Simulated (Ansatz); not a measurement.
Cd:

```
Cd
1.0
     2.97887    0.00000    0.00000
    -1.48944    2.57978    0.00000
     0.00000    0.00000    5.61765
Cd
2
Direct
  0.66667 0.33333 0.75000
  0.33333 0.66667 0.25000
```

Below is the output of Ansatz 0.2.0 for this cell. Logs are shortened: lines on timing, memory, paths and dates and some standing lists are left out, and cuts for length are marked.

```text
Warning: RAYON_NUM_THREADS=1 ignored (pool sized by the plan → 1); use --threads N
The last accepted step is kept in <dir> (removed where the run ends without a failure and the disk answers)
LAPW: plane waves up to 7.944 Å⁻¹, error target 1.0e-3 eV per atom; small_component_spin mean_spin; Cd in spheres of 1.445 Å, 20 of its electrons in bands, Dirac shells [] (how accurate: hamiltonian.pseudopotentials.lapw.basis_error, Limitations)
Engine: ansatz 0.2.0, x86_64-unknown-linux-gnu
Pseudopotentials: kind: all_electron
Pseudopotential: Cd, LAPW, valence charge 20, lapw/all_electron/scalar/gaussian/Cd, Koelling and Harmon's equation, gaussian nucleus
Functional definition: PBEsol
  exchange = pbesol_x
  correlation = pbesol_c
Crystal: 2 atoms, lattice volume = 43.171 Å³
Basis set: ecut = 240.4507030674067 eV, 375 PW (Γ), exchange–correlation at level 2
Bands: 24, of which v1, the nominal top of the filled ones, is band 20 counted from 1 (19 counted from 0)
Symmetry: 24 space group operations
Space group: P63/mmc (ITA 194), of the structure as read, at distance tolerance 3.5e-5 Å
k-points: 42 of 500
Non-local potential: Cd, projectors of the file, none
Initial density: superposition of atomic densities (chi_scale 0.1, normalization cell)
Initial wavefunctions: plane waves of lowest kinetic energy (no species holds an atomic orbital)
Functional: x = pbesol(κ = 0.804, μ = 0.12345679012345678), c = pbesol(β = 0.046)
iter 1 solved again at ethr=2.22e-4 eV; its pass at ethr=1.00e-1 eV (dr2=8.88e-2 eV) is discarded
SCF iter   1: F=—  HF=-304330.281547 eV  |F-HF|=—  |Δ(HF+E_count)|=         —  Δρ=1.60e-2  dr2=8.91e-2  ethr=2.22e-4  ⟨swp⟩=3.0  Hψ=6787  notcnv=0
preconditioner: auto → Resta (q_TF=auto, 2.694 Å⁻¹)  ε∞=5.7  [insulator: Δε(μ)=0.182 eV  Ē_g=12.787 eV  σ=0.050 eV  W_gap=0.51  n_scr=22 (ndim 8)  ℏωp=27.7 eV  f_vac=0.000  D(μ)=0.28/eV (n_scr^D=0)  ε∞_Penn≈5.7]
SCF iter   2: F=—  HF=-304330.151413 eV  |F-HF|=—  |Δ(HF+E_count)|=   1.30e-1  Δρ=7.64e-3  dr2=2.42e-2  ethr=2.22e-4  ⟨swp⟩=2.1  Hψ=3063  notcnv=0
SCF iter   3: F=—  HF=-304330.140697 eV  |F-HF|=—  |Δ(HF+E_count)|=   1.07e-2  Δρ=5.70e-3  dr2=1.41e-2  ethr=6.05e-5  ⟨swp⟩=2.0  Hψ=2900  notcnv=0
[... 45 lines left out ...]
SCF iter   2: F=-304330.146713 eV  HF=-304330.146713 eV  |F-HF|=2.04e-9  |Δ(HF+E_count)|=   4.41e-8  Δρ=2.59e-6  dr2=4.45e-9  ethr=2.16e-11  ⟨swp⟩=2.1  Hψ=2901  notcnv=0
SCF 5 converged in 2 iterations: F = -304330.146713 eV  dr2 = 4.45e-9
relax step   5: F+E_penalty+E_count = -304330.14671270 eV  Δ(F+E_penalty+E_count) = +2.918e-7 eV  max|allowed force component| = 1.735e-17 eV/Å  Δτ_max = 0.0000 Å  P = -0.002 GPa  Ω = 41.855 Å³  stress off target by 9.57e-3 GPa  SCF on the basis re-selected at this cell (its energy is not comparable with the rows above)  (2 SCF iters)
basis re-selected at this cell: Δ(F+E_penalty+E_count) = +2.918e-7 eV, ΔP = -0.000 GPa vs the last step (what re-selecting the basis moved, after the strain that the cell walked since its last selection, with what the two solves' SCF thresholds leave and, on support functions, any second-order correction that the steps lacked; it is no measure of the basis error at this ecutwfc). This SCF's stress stands 9.57e-3 GPa from its target on what of the cell is left free (relax.cell.stress_tol is 5.00e-2 GPa) and its largest allowed force component is 1.73e-17 eV/Å (relax.f_tol is 1.00e-2 eV/Å): within both
SCF converged after 2 iterations
Free energy (F): -304330.146713 eV
Harris-Foulkes:  -304330.146713 eV  (|F-HF|=2.04e-9)
Internal energy: -304330.144247 eV  (E = F + TS)
E sigma→0 (E₀):  -304330.145480 eV
Entropy (-TS):   -0.002466 eV (-1.233 meV/atom)
Fermi energy:    16.187575 eV
--- Per-component energies (eV) ---
  E_band       = -724.778260
  E_kinetic    = 318780.021594
  E_xc         = -8276.690181
  E_electrostatic = -614833.475660  (all electrons and nuclei)
  E_smearing   = -0.002466  (= −TS)
  E_closure    = 0.000000  (closes the sum)
  E_atoms      = -304327.741230  (free atoms, spherical and without spin; not in F)
  Σ components = -304330.146713   (vs F -304330.146713, Δ=0.00e0)
  Basis errors (estimates in eV, not in F): energy 2.9e-4 per atom: plane waves 2.8e-4 (1.5e-4 summed), levels above the bands 1.8e-30, relativity 1.4e-8, radial functions 5.1e-6, core shells 2.2e-7; eigenvalues (radial functions only) 1.2e-6; not estimated: angular momenta, meshes, grids; target (lapw.basis_error) 1.0e-3; muffin-tin radii Cd 1.430 Å
--- Forces (eV/Å), atoms counted from 1 ---
  atom   1  Cd     0.00000000     0.00000000     0.00000000
  atom   2  Cd    -0.00000000    -0.00000000    -0.00000000
  max |Σ_I F_I| component: 6.94e-18 eV/Å
--- Stress (GPa, compression-positive) ---
        0.002232      -0.000000      -0.000000
       -0.000000       0.002232       0.000000
       -0.000000       0.000000      -0.009574
  P = ⅓ Tr σ = -0.0017 GPa (-0.017 kbar)
--- Relaxed structure (4 steps of the walk, 4 accepted, 1 SCFs on fresh bases) ---
  F+E_penalty+E_count = -304330.14671270 eV   max|allowed force component| = 1.735e-17 eV/Å   (the final SCF, on the basis selected at the relaxed cell)
  cell:  # Å, volume = 41.8549 Å³
    - [2.9621004937505577, -1.918892482858888e-32, 4.361119279224745e-34]
    - [-1.4810502468752789, 2.565254276150412, -1.1980693593754093e-18]
    - [8.224340679116864e-34, -2.6088821204051315e-18, 5.508282154173658]
  atoms:
    - { symbol: Cd, position: [0.6666666666666666, 0.33333333333333326, 0.7499999999999999] }
    - { symbol: Cd, position: [0.33333333333333326, 0.6666666666666665, 0.24999999999999997] }
```

Task: What input gives this log?

Result: Relaxation of cell and atoms with PBEsol, no spin polarisation. The files as run (others can give the same):

input.yaml
```yaml
crystal:
  lattice:
    - [2.97887, 0.0, 0.0]
    - [-1.489435, 2.5797770946, 0.0]
    - [0.0, 0.0, 5.61765]
  atoms:
    - { symbol: Cd, position: [0.6666666667, 0.3333333333, 0.75] }
    - { symbol: Cd, position: [0.3333333333, 0.6666666667, 0.25] }
kpoints:
  mp_grid: { grid: [10, 10, 5] }
scf:
  occupations: { method: fermi_dirac, width: 0.05 }
hamiltonian:
  xc: pbesol
  pseudopotentials: { kind: all_electron, lapw: { basis_error: 0.001 } }
output:
  forces: true
  stress: true
relax:
  f_tol: 0.01
  max_steps: 60
  cell: {}
```

Potentials or basis: all-electron LAPW, scalar-relativistic.
Command:
```bash
$ ansatz run input.yaml --threads 1 --pin off --max-ram 3072MiB --backend cpu --events-out ev --progress --plain --runs-dir out
```
